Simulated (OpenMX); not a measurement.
## SnSe2 under changes of volume

One of the cells (26.241 Å³/atom); the others are scaled copies at fixed shape and fractional positions:

```xyz
3
Lattice="3.8362 0.0000 0.0000 -1.9181 3.3223 0.0000 0.0000 0.0000 6.1766" Properties=species:S:1:pos:R:3 pbc="T T T"
Sn    0.0000    0.0000    0.0000
Se    1.9181    1.1074    4.6387
Se    0.0000    2.2149    1.5380
```

| Property | Result |
| --- | --- |
| Program | OpenMX 3.8.5 |
| Functional | PBE |
| Potentials or basis | OpenMX 2013 PBE set, Sn7.0-s3p2d2, Se7.0-s3p2d2, fixed grid of 45 × 45 × 84 points |
| k mesh | 9 × 9 × 5 |
| Occupations | fermi-dirac, width 0.05 eV |
| Spin | no spin polarisation |

```csv
volume (Å³/atom),energy over the lowest point (meV/atom),gap on the mesh (eV),largest force (eV/Å)
24.182,139.35,0.77,1.853
24.697,100.97,0.75,1.589
25.212,?,?,?
26.241,24.60,0.68,0.904
26.755,10.01,0.66,0.708
27.270,0.00,0.63,0.526
```

What does the run at 25.212 Å³/atom give?

Energy over the lowest point 69.51 meV/atom; gap on the mesh 0.73 eV; largest force 1.342 eV/Å.

Worked out: A Birch-Murnaghan fit of order 3 (a polynomial in V^(-2/3)) to the other rows has no minimum within the range. It gives 69.49 meV/atom at 25.212 Å³/atom, against the run's 69.51. A straight line through the other rows of the gap, of slope -1.15 eV per unit of ln V, gives 0.72 eV, against the run's 0.73.

Energies are extrapolated to zero smearing.

Caveats: the basis has few d functions beyond the semicore shells, which can make volumes several per cent too large; spin-orbit coupling is left out, which moves the levels of the heavy elements; an odd mesh through Γ misses points on the zone boundary, where band edges often lie; this functional lacks dispersion, which binds the layers, so the pressure and a relaxed spacing across them are unreliable; the basis of atomic orbitals isn't converged, which shifts pressures, moduli and gaps; forces of over 1 eV/Å show positions far from the minimum, so gaps and moduli don't describe the material at rest (some runs).
